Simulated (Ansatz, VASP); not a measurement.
# Two plane-wave programs on Ag

Contents of INCAR:

```
PREC     = Accurate       # precision mode
ENCUT    = 520            # plane-wave cutoff, eV
EDIFF    = 1E-8           # SCF threshold, eV
ISMEAR   = -1             # smearing method
SIGMA    = 0.05           # smearing width, eV
LREAL    = F              # projectors in reciprocal space
LASPH    = T              # aspherical terms in the spheres
NELM     = 60             # most SCF steps
ALGO     = Normal         # electronic algorithm
ISIF     = 2              # what is computed and relaxed
LWAVE    = F              # write WAVECAR
LCHARG   = F              # write CHGCAR
GGA      = PE             # functional
LEFG     = T            
NBANDS   = 12             # bands
```

The input KPOINTS:

```
Automatic mesh
0
Gamma
  12 12 12
```

POSCAR

```
Ag
1.0
    2.6957643770      0.0000000000      0.0000000000
    0.0000000000      2.6957643770      0.0000000000
    0.0000000000      0.0000000000      2.6957643770
Ag
1
Direct
    0.0000000000      0.0000000000      0.0000000000
```

Input for Ansatz:

```yaml
crystal:
  lattice:
    - [2.695764377, 0.0, 0.0]
    - [0.0, 2.695764377, 0.0]
    - [0.0, 0.0, 2.695764377]
  atoms:
    - { symbol: Ag, position: [0.0, 0.0, 0.0] }
kpoints:
  mp_grid: { grid: [12, 12, 12] }
scf:
  occupations: { method: fermi_dirac, width: 0.05 }
hamiltonian:
  xc: pbe
  pseudopotentials: { kind: paw }
output:
  forces: true
  stress: true
  eigenvalues: true
  efg: { contact_densities: true }
```

Change from the starting cell: volume scaled by 0.9405, PAW files.

Alike in both runs: task electric field gradients; functional PBE; k mesh 12 × 12 × 12; occupations fermi-dirac, width 0.05 eV; no spin polarisation.

|  | VASP | Ansatz |
| --- | --- | --- |
| version | VASP 6.6.1 | Ansatz 0.2.0 |
| potentials or method | VASP PAW PBE potentials, release 64 (Ag) | PAW with Ansatz's default frozen-core files, scalar-relativistic |
| plane-wave cutoff (eV) | 520 | 420 |
| valence electrons in the cell | 11 | 19 |

|  | VASP | Ansatz | Ansatz less VASP |
| --- | --- | --- | --- |
| pressure (GPa) | 4.7 | 4.8 | +0.15 |
| Vzz of the field gradient on the site that differs most (V/Å²) | 0.0 | 0.0 | 0.00 |

The two sets of potentials don't hold the same shells in valence. Ansatz warned: «gradients_without_spin_orbit».
